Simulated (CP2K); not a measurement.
Here is a CP2K 2026.2 calculation.

bp_charges.inp

```
&GLOBAL
  PROJECT bp_charges
  RUN_TYPE ENERGY_FORCE
  PRINT_LEVEL LOW
&END GLOBAL
&FORCE_EVAL
  METHOD QS
  STRESS_TENSOR ANALYTICAL
  &DFT
    BASIS_SET_FILE_NAME BASIS_MOLOPT_UZH
    POTENTIAL_FILE_NAME POTENTIAL_UZH
    &MGRID
      CUTOFF 675
      REL_CUTOFF 60
      NGRIDS 4
    &END MGRID
    &QS
      METHOD GPW
      EPS_DEFAULT 1.0E-9
    &END QS
    &KPOINTS
      SCHEME MONKHORST-PACK 10 10 10
      GAMMA_CENTERED T
      SYMMETRY T
      SYMMETRY_BACKEND SPGLIB
    &END KPOINTS
    &SCF
      SCF_GUESS ATOMIC
      EPS_SCF 1.0E-6
      MAX_SCF 100
      ADDED_MOS 10
      CHOLESKY OFF
      EPS_EIGVAL 1.0E-7
      &DIAGONALIZATION ON
        ALGORITHM STANDARD
      &END DIAGONALIZATION
      &MIXING ON
        METHOD BROYDEN_MIXING
        ALPHA 0.4
        BETA 1.5
        NBUFFER 8
      &END MIXING
      &SMEAR ON
        METHOD FERMI_DIRAC
        ELECTRONIC_TEMPERATURE 580.23
      &END SMEAR
    &END SCF
    &XC
      &XC_FUNCTIONAL
        &LDA_X
        &END LDA_X
        &LDA_C_PW
        &END LDA_C_PW
      &END XC_FUNCTIONAL
    &END XC
    &PRINT
      &KPOINTS ON
      &END KPOINTS
      &MULLIKEN ON
      &END MULLIKEN
      &MO ON
        ENERGIES T
        OCCUPATION_NUMBERS T
        &EACH
          QS_SCF 0
        &END EACH
        ADD_LAST NUMERIC
      &END MO
      &LOWDIN ON
      &END LOWDIN
      &HIRSHFELD ON
        SHAPE_FUNCTION GAUSSIAN
      &END HIRSHFELD
      &VORONOI ON
        VORONOI_RADII UNITY
      &END VORONOI
      &E_DENSITY_CUBE ON
        STRIDE 1
      &END E_DENSITY_CUBE
      &V_HARTREE_CUBE ON
        STRIDE 1
      &END V_HARTREE_CUBE
      &ELF_CUBE ON
        STRIDE 1
      &END ELF_CUBE
    &END PRINT
  &END DFT
  &SUBSYS
    &CELL
      A 3.2088505730 0.0000000000 0.0000000000
      B 1.6044252865 2.7789461132 0.0000000000
      C 1.6044252865 0.9263153711 2.6200155216
      PERIODIC XYZ
    &END CELL
    &COORD
      P   4.8132758595 2.7789461132 1.9650116412
      B   0.0000000000 0.0000000000 0.0000000000
    &END COORD
    &KIND P
      BASIS_SET TZVP-MOLOPT-PBE-GTH-q5
      POTENTIAL GTH-PBE-q5
    &END KIND
    &KIND B
      BASIS_SET TZVP-MOLOPT-PBE-GTH-q3
      POTENTIAL GTH-PBE-q3
    &END KIND
    &PRINT
      &ATOMIC_COORDINATES ON
      &END ATOMIC_COORDINATES
      &CELL ON
      &END CELL
    &END PRINT
  &END SUBSYS
  &PRINT
    &FORCES ON
    &END FORCES
    &STRESS_TENSOR ON
    &END STRESS_TENSOR
  &END PRINT
&END FORCE_EVAL
```

Potentials or basis: POTENTIAL_UZH P GTH-PBE-q5, B GTH-PBE-q3; TZVP-MOLOPT-PBE-GTH basis.

The run is started by

```sh
$ OMP_NUM_THREADS=1 cp2k.psmp -i bp_charges.inp -o bp_charges.out
```

(1) What does it give for the Mulliken charges?

(2) Estimate the Hirshfeld charges.

(3) What does it give for the band gap on the k mesh?

(4) What does it give for the Voronoi charges?

Results:

(1) P +0.17; B -0.17 e.

(2) P -0.26; B +0.26 e.

(3) 1.21 eV, indirect (least direct gap 3.40 eV).

(4) P +0.91; B -0.91 e.

Caveat: the basis of atomic orbitals isn't converged, which shifts pressures, moduli and gaps.
